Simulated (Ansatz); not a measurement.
# SnSe2 (P-3m1) in Ansatz: a series of runs

Runs on SnSe2. Level: PBEsol. Tasks: relaxation of cell and atoms.

Everything below comes from runs of Ansatz 0.2.0. Logs are shortened: lines on timing, memory, paths and dates and some standing lists are left out, and cuts for length are marked.

### Step 1. The crystal as given

The structure is trigonal, space group P-3m1 (No. 164). Conventional cell: a = 3.811 Å, b = 3.811 Å, c = 6.136 Å, α = 90.00°, β = 90.00°, γ = 120.00°. Sn (site symmetry -3m) is surrounded by 6 Se at 2.68 Å. Se (site symmetry 3m) is surrounded by 3 Sn at 2.68 Å.

### Step 2. Relaxation of cell and atoms, PBEsol

File input.yaml:

```yaml
crystal:
  lattice:
    - [3.811, 0.0, 0.0]
    - [-1.9055, 3.3004228138, 0.0]
    - [0.0, 0.0, 6.136]
  atoms:
    - { symbol: Sn, position: [0.0, 0.0, 0.0] }
    - { symbol: Se, position: [0.6666666667, 0.3333333333, 0.751] }
    - { symbol: Se, position: [0.3333333333, 0.6666666667, 0.249] }
hamiltonian:
  xc: pbesol
  pseudopotentials: { kind: paw }
kpoints:
  mp_grid: { grid: [8, 8, 5] }
scf:
  occupations: { method: fermi_dirac, width: 0.05 }
output:
  forces: true
  stress: true
  eigenvalues: true
relax:
  f_tol: 0.01
  max_steps: 40
  cell: { stress_tol: 0.05 }
```

Potentials or basis: Ansatz PAW.

Command:

```
> ansatz run input.yaml --threads 2 --pin off --max-ram 5632MiB --backend cpu --events-out ev --progress --plain --runs-dir out
```

The program printed:

```text
Warning: RAYON_NUM_THREADS=2 ignored (pool sized by the plan → 2); use --threads N
Engine: ansatz 0.2.0, aarch64-unknown-linux-gnu
Pseudopotentials: kind: paw
Pseudopotential: Sn, paw, valence charge 14, recommended cutoff 420 eV (normal), Sn.paw.azcp
Pseudopotential: Se, paw, valence charge 16, recommended cutoff 420 eV (normal), Se.paw.azcp
Functional definition: PBEsol
  exchange = pbesol_x
  correlation = pbesol_c
Crystal: 3 atoms, lattice volume = 77.178 Å³
Basis set: ecut = 420 eV, 1485 PW (Γ), exchange–correlation on 54×54×90 points (8 copies of the dense FFT grid, shifted against one another)
Bands: 28, of which v1, the nominal top of the filled ones, is band 23 counted from 1 (22 counted from 0)
Symmetry: 12 space group operations
Space group: P-3m1 (ITA 164), of the structure as read, at distance tolerance 4.3e-5 Å
k-points: 40 of 320
Non-local potential: Sn, projectors of the file, l = 0: 2, l = 1: 2, l = 2: 2, l = 3: 2
Non-local potential: Se, projectors of the file, l = 0: 2, l = 1: 2, l = 2: 3, l = 3: 1
PAW form: soft (Blöchl's): semilocal exchange-correlation on the pseudo side does not see the compensation charge
PAW frozen core: Sn, regenerated for the run's functional, and the local potential with it (the file was generated under x = pbe(κ = 0.804, μ = 0.2195149727645171), c = pbe(β = 0.06672455060314922))
PAW frozen core: Se, regenerated for the run's functional, and the local potential with it (the file was generated under x = pbe(κ = 0.804, μ = 0.2195149727645171), c = pbe(β = 0.06672455060314922))
PAW one-centre angular grid: Sn, 590 points (default); XC on 64 Gauss nodes
PAW one-centre angular grid: Se, 590 points (default); XC on 64 Gauss nodes
Initial density: superposition of atomic densities (neutral atoms: chi_scale 0, normalization atom), corrected by the library's trained network
Initial wavefunctions: pseudopotential atomic-orbital guess
Functional: x = pbesol(κ = 0.804, μ = 0.12345679012345678), c = pbesol(β = 0.046)
SCF iter   1: F=—  HF=-16799.186028 eV  |F-HF|=—  |Δ(HF+E_count)|=         —  Δρ=2.24e-3  dr2=3.62e-3  ethr=1.77e-3  ⟨swp⟩=6.4  Hψ=4959  notcnv=0
preconditioner: auto → Resta (q_TF=auto, 2.503 Å⁻¹)  ε∞=2.8  [insulator: Δε(μ)=0.740 eV  Ē_g=16.133 eV  σ=0.050 eV  W_gap=1.00  n_scr=22 (ndim 8)  ℏωp=21.6 eV  f_vac=0.080  D(μ)=0.00/eV (n_scr^D=0)  ε∞_Penn≈2.8]
SCF iter   2: F=—  HF=-16799.182996 eV  |F-HF|=—  |Δ(HF+E_count)|=   3.03e-3  Δρ=1.11e-3  dr2=8.41e-4  ethr=7.86e-6  ⟨swp⟩=3.0  Hψ=2403  notcnv=0  defer=5
SCF iter   3: F=—  HF=-16799.182957 eV  |F-HF|=—  |Δ(HF+E_count)|=   3.83e-5  Δρ=3.28e-4  dr2=6.75e-5  ethr=1.83e-6  ⟨swp⟩=2.0  Hψ=1622  notcnv=0  defer=5
SCF iter   4: F=—  HF=-16799.182976 eV  |F-HF|=—  |Δ(HF+E_count)|=   1.84e-5  Δρ=1.17e-4  dr2=1.13e-5  ethr=1.47e-7  ⟨swp⟩=2.0  Hψ=1619  notcnv=0  defer=5
[... 56 lines left out ...]
SCF 5 converged in 7 iterations: F = -16799.218904 eV  dr2 = 8.50e-12
relax step   5: F+E_penalty+E_count = -16799.21890413 eV  Δ(F+E_penalty+E_count) = -1.217e-4 eV  max|allowed force component| = 7.238e-4 eV/Å  Δτ_max = 0.0000 Å  P = -0.005 GPa  Ω = 77.670 Å³  stress off target by 2.60e-2 GPa  SCF on the basis re-selected at this cell (its energy is not comparable with the rows above)  (7 SCF iters)
basis re-selected at this cell: Δ(F+E_penalty+E_count) = -1.217e-4 eV, ΔP = -0.003 GPa vs the last step (what re-selecting the basis moved, of the pressure what is left beyond the Pulay correction that the steps carried, after the strain that the cell walked since its last selection, with what the two solves' SCF thresholds leave and, on support functions, any second-order correction that the steps lacked; it is no measure of the basis error at this ecutwfc). This SCF's stress stands 2.60e-2 GPa from its target on what of the cell is left free (relax.cell.stress_tol is 5.00e-2 GPa) and its largest allowed force component is 7.24e-4 eV/Å (relax.f_tol is 1.00e-2 eV/Å): within both
SCF converged after 7 iterations
Free energy (F): -16799.218904 eV
Harris-Foulkes:  -16799.218904 eV  (|F-HF|=3.64e-12)
Internal energy: -16799.218762 eV  (E = F + TS)
E sigma→0 (E₀):  -16799.218833 eV
Entropy (-TS):   -0.000142 eV (-0.047 meV/atom)
Fermi energy:    8.247746 eV
--- Per-component energies (eV) ---
  E_band       = -866.635942
  E_kinetic    = 424.827008
  E_local      = -6000.336112  (includes V_loc(G=0)·N_el)
  E_nonlocal   = -1214.416063
  E_hartree    = 3070.677098
  E_xc         = -584.545097
  E_vxc        = -291.707401  (∫ρ·V_xc dr)
  E_paw        = -7805.401879  (= ΣΔE_a)
  E_vpaw       = 73.643528  (= ΣTr[D̂ρ^β])
  E_aug_tail   = -0.001217  (compensation charges beyond the density's cutoff)
  E_ewald      = -4692.324240
  E_core_change = 2.301741  (= ΣΔE_core)
  E_smearing   = -0.000142  (= −TS)
  E_closure    = 0.000000  (closes the sum)
  Σ components = -16799.218904   (vs F -16799.218904, Δ=0.00e0)
--- Forces (eV/Å), atoms counted from 1 ---
  atom   1  Sn     0.00000000     0.00000000     0.00000000
  atom   2  Se     0.00000000     0.00000000    -0.00072385
  atom   3  Se    -0.00000000    -0.00000000     0.00072385
  max |Σ_I F_I| component: 9.25e-18 eV/Å
--- Stress (GPa, compression-positive) ---
       -0.020655       0.000000      -0.000000
        0.000000      -0.020655       0.000000
       -0.000000       0.000000       0.025973
  P = ⅓ Tr σ = -0.0051 GPa (-0.051 kbar)
--- Band table (eV; the first three rows and the last of 40) ---
  k-point 0: bands = ["-38.9509", "-38.9509", "-38.9509", "-38.9509", "-38.9295", "-38.9295", "-38.9290", "-38.9290", "-38.9208", "-38.9205", "-13.2356", "-13.2356", "-13.1981", "-13.1858", "-13.1858", "-5.9156", "-4.2505", "1.6277", "7.3636", "7.3636", "7.6023", "7.6023", "7.8351", "8.8105", "10.9087", "12.5335", "12.5335", "15.9490"]
  k-point 1: bands = ["-38.9509", "-38.9509", "-38.9509", "-38.9509", "-38.9295", "-38.9295", "-38.9290", "-38.9290", "-38.9207", "-38.9206", "-13.2356", "-13.2356", "-13.1980", "-13.1858", "-13.1858", "-5.8512", "-4.3833", "1.9152", "6.8970", "7.3076", "7.3076", "7.6832", "7.6832", "9.5672", "10.9036", "12.4240", "12.4240", "16.0116"]
  k-point 2: bands = ["-38.9509", "-38.9509", "-38.9509", "-38.9509", "-38.9293", "-38.9293", "-38.9291", "-38.9291", "-38.9207", "-38.9206", "-13.2356", "-13.2356", "-13.1979", "-13.1858", "-13.1858", "-5.7212", "-4.6167", "2.4812", "5.8547", "7.2499", "7.2499", "7.7824", "7.7824", "10.2698", "10.8340", "12.2565", "12.2565", "15.6517"]
  k-point 39: bands = ["-38.9507", "-38.9506", "-38.9505", "-38.9504", "-38.9295", "-38.9294", "-38.9294", "-38.9292", "-38.9203", "-38.9203", "-13.2642", "-13.2384", "-13.1938", "-13.1784", "-13.1657", "-3.9902", "-3.8348", "0.6751", "3.5790", "3.9788", "4.6077", "7.2420", "7.5190", "9.9462", "12.3680", "12.6013", "13.9115", "15.3295"]
--- Relaxed structure (4 steps of the walk, 3 accepted, 1 SCFs on fresh bases) ---
  F+E_penalty+E_count = -16799.21890413 eV   max|allowed force component| = 7.238e-4 eV/Å   (the final SCF, on the basis selected at the relaxed cell)
  cell:  # Å, volume = 77.6697 Å³
    - [3.819927368087291, 0.0, 1.961525586412211e-18]
    - [-1.9099636840436456, 3.308154141375024, -9.807627932061054e-19]
    - [3.158205457430161e-18, -1.4890085991636965e-33, 6.146261724016373]
  atoms:
    - { symbol: Sn, position: [-1.4773043923378424e-34, -2.593512748094395e-35, 0.0] }
    - { symbol: Se, position: [0.6666666666666666, 0.3333333333333333, 0.7420613799178575] }
    - { symbol: Se, position: [0.3333333333333333, 0.6666666666666666, 0.25793862008214224] }
```

It took 14 s on 2 threads of Arm Neoverse V1, shared host; peak memory 0.41 GiB.

Results:

```
Free energy                            : -16799.2189 eV
Relaxed volume                         : 25.89 Å³/atom
Relaxed cell                           : a = 3.820 Å, b = 3.820 Å, c = 6.146 Å, α = 90.00°, β = 90.00°, γ = 120.00°
Space group after relaxing (to 0.05 Å) : P-3m1 (No. 164)
Energy gained by relaxing              : 12.0 meV/atom
Ionic steps                            : 4
Pressure after relaxing                : 0.0 GPa
Band gap on the k mesh                 : 0.61 eV, indirect (least direct gap 0.98 eV)
```

Step by step:
| step | energy change (eV) | largest force (eV/Å) | volume (Å³) |
| --- | --- | --- | --- |
| 1 | 0.0000 | 0.5999 | 77.18 |
| 2 | -0.0347 | 0.0977 | 77.56 |
| 3 | -0.0358 | 0.0008 | 77.67 |
| 4 | -0.0359 | 0.0007 | 77.67 |

Final structure:
```cif
data_structure
_symmetry_space_group_name_H-M 'P 1'
_symmetry_Int_Tables_number 1
_cell_length_a 3.8199
_cell_length_b 3.8199
_cell_length_c 6.1463
_cell_angle_alpha 90.000
_cell_angle_beta 90.000
_cell_angle_gamma 120.000
_cell_volume 77.67
loop_
_atom_site_label
_atom_site_type_symbol
_atom_site_fract_x
_atom_site_fract_y
_atom_site_fract_z
_atom_site_occupancy
Sn1 Sn 0.00000 0.00000 0.00000 1
Se1 Se 0.66667 0.33333 0.74206 1
Se2 Se 0.33333 0.66667 0.25794 1
```

Caveat: odd divisions of the mesh miss points on the zone boundary, where band edges often lie, so the gap on the mesh can be too wide; the plane-wave basis is chosen anew once the cell has moved, so the energies of steps on either side of that aren't comparable; spin-orbit coupling is left out, which moves the levels of the heavy elements; this functional lacks dispersion, which binds the layers, so the pressure and a relaxed spacing across them are unreliable; the PAW data sets come from PBE, with cores solved anew for the run's functional, which leaves a small shift of forces and pressure. Zero-point motion and thermal expansion aren't in these numbers.

### Step 3. Relaxation of cell and atoms, PBEsol, target pressure 2 GPa, at which the enthalpy is minimised

input.yaml: that of step 2 with these lines changed.

```diff
@@ -23,2 +23,2 @@
   max_steps: 40
-  cell: { stress_tol: 0.05 }
+  cell: { stress_tol: 0.05, p_target: 2.0 }
```

Potentials or basis: Ansatz PAW.

Command:

```
> ansatz run input.yaml --threads 2 --pin off --max-ram 5632MiB --backend cpu --events-out ev --progress --plain --runs-dir out
```

Wall time 23 s (2 threads of Arm Neoverse V1, shared host); peak memory 0.41 GiB.

It converged, with:

```yaml
Free_energy: -16799.1911 eV
Relaxed_volume: 24.17 Å³/atom
Relaxed_cell: a = 3.796 Å, b = 3.796 Å, c = 5.811 Å, α = 90.00°, β = 90.00°, γ = 120.00°
Space_group_after_relaxing_to_0.05_Å: P-3m1 (No. 164)
Energy_change_on_relaxing_the_enthalpy_is_what_falls: -2.7 meV/atom
Ionic_steps: 8
Pressure_after_relaxing: 2.0 GPa
Band_gap_on_the_k_mesh: 0.28 eV, indirect (least direct gap 0.73 eV)
```

The path:
```tsv
step	energy change (eV)	largest force (eV/Å)	volume (Å³)
1	0.0000	0.5999	77.18
2	-0.0251	0.0153	74.56
3	-0.0072	0.0007	72.47
4	-0.0083	0.0035	72.47
5	-0.0100	0.0020	72.60
6	-0.0091	0.0015	72.60
7	-0.0081	0.0002	72.52
8	-0.0081	0.0002	72.52
```

Final structure:
```cif
data_structure
_symmetry_space_group_name_H-M 'P 1'
_symmetry_Int_Tables_number 1
_cell_length_a 3.7962
_cell_length_b 3.7962
_cell_length_c 5.8108
_cell_angle_alpha 90.000
_cell_angle_beta 90.000
_cell_angle_gamma 120.000
_cell_volume 72.52
loop_
_atom_site_label
_atom_site_type_symbol
_atom_site_fract_x
_atom_site_fract_y
_atom_site_fract_z
_atom_site_occupancy
Sn1 Sn 0.00000 0.00000 0.00000 1
Se1 Se 0.66667 0.33333 0.72727 1
Se2 Se 0.33333 0.66667 0.27273 1
```

Levels at points of the mesh, in eV from the valence-band top:
```
            k point  band 21  band 22  band 23  band 24  band 25  band 26
 (0.00, 0.00, 0.00)    -0.77    -0.77    -0.12     0.61     2.74     4.41
(0.00, -0.50, 0.00)    -2.99    -2.14    -0.46     1.11     3.28     4.56
```

Caveat: odd divisions of the mesh miss points on the zone boundary, where band edges often lie, so the gap on the mesh can be too wide; the plane-wave basis is chosen anew once the cell has moved, so the energies of steps on either side of that aren't comparable; spin-orbit coupling is left out, which moves the levels of the heavy elements; this functional lacks dispersion, which binds the layers, so the pressure and a relaxed spacing across them are unreliable; the PAW data sets come from PBE, with cores solved anew for the run's functional, which leaves a small shift of forces and pressure.

### Step 4. Relaxation of cell and atoms, PBEsol, target pressure 5 GPa, at which the enthalpy is minimised

input.yaml: that of step 3 with these lines changed.

```diff
@@ -23,2 +23,2 @@
   max_steps: 40
-  cell: { stress_tol: 0.05, p_target: 2.0 }
+  cell: { stress_tol: 0.05, p_target: 5.0 }
```

Command:

```
> ansatz run input.yaml --threads 2 --pin off --max-ram 5632MiB --backend cpu --events-out ev --progress --plain --runs-dir out
```

Wall time 22 s (2 threads of Arm Neoverse V1, shared host); peak memory 0.42 GiB.

The run converged. Its results:

- Free energy: -16799.1013 eV
- Relaxed volume: 22.77 Å³/atom
- Relaxed cell: a = 3.770 Å, b = 3.770 Å, c = 5.550 Å, α = 90.00°, β = 90.00°, γ = 120.00°
- Space group after relaxing (to 0.05 Å): P-3m1 (No. 164)
- Energy change on relaxing (the enthalpy is what falls): +27.2 meV/atom
- Ionic steps: 8
- Pressure after relaxing: 5.0 GPa
- Band gap on the k mesh: none (metal or under the smearing width)

Step by step:
```tsv
step	energy change (eV)	largest force (eV/Å)	volume (Å³)
1	0.0000	0.5999	77.18
2	0.1024	0.5332	70.29
3	0.0681	0.0635	69.13
4	0.0811	0.0589	68.32
5	0.0757	0.0055	68.44
6	0.0818	0.0022	68.24
7	0.0800	0.0001	68.30
8	0.0817	0.0010	68.30
```

Final structure:
```
CELL_PARAMETERS angstrom
3.76950 0.00000 0.00000
-1.88475 3.26449 0.00000
0.00000 0.00000 5.55021
ATOMIC_POSITIONS crystal
Sn 0.00000 0.00000 0.00000
Se 0.66667 0.33333 0.71467
Se 0.33333 0.66667 0.28533
```

Levels at points of the mesh, in eV from the Fermi level:
```tsv
k point	band 20	band 21	band 22	band 23	band 24	band 25	band 26	band 27
(0.00, 0.00, 0.00)	-1.18	-1.09	-1.09	-0.16	0.48	2.64	4.33	4.33
(0.00, -0.50, 0.00)	-4.27	-3.42	-2.78	-0.55	1.20	3.08	4.02	4.19
```

Caveat: the plane-wave basis is chosen anew once the cell has moved, so the energies of steps on either side of that aren't comparable; this functional lacks dispersion, which binds the layers, so the pressure and a relaxed spacing across them are unreliable; the PAW data sets come from PBE, with cores solved anew for the run's functional, which leaves a small shift of forces and pressure.

### Step 5. The runs side by side

```tsv
cell	target pressure (GPa)	gap on the mesh (eV)	pressure (GPa)
relaxed	0	0.61	0.0
relaxed to 2 GPa	2	0.28	2.0
relaxed to 5 GPa	5	none	5.0
```

Alike in all rows: task relaxation of cell and atoms; level PBEsol; potentials or basis Ansatz PAW; no spin polarisation; k mesh 8 × 8 × 5; cutoff (eV) 420; smearing fermi-dirac 0.05 eV.

Caveats: the plane-wave basis is chosen anew once the cell has moved, so the energies of steps on either side of that aren't comparable; this functional lacks dispersion, which binds the layers, so the pressure and a relaxed spacing across them are unreliable; the PAW data sets come from PBE, with cores solved anew for the run's functional, which leaves a small shift of forces and pressure; odd divisions of the mesh miss points on the zone boundary, where band edges often lie, so the gap on the mesh can be too wide (some runs); spin-orbit coupling is left out, which moves the levels of the heavy elements (some runs).

Total energies depend on the potentials used, so only differences within one code and one set of settings carry meaning.
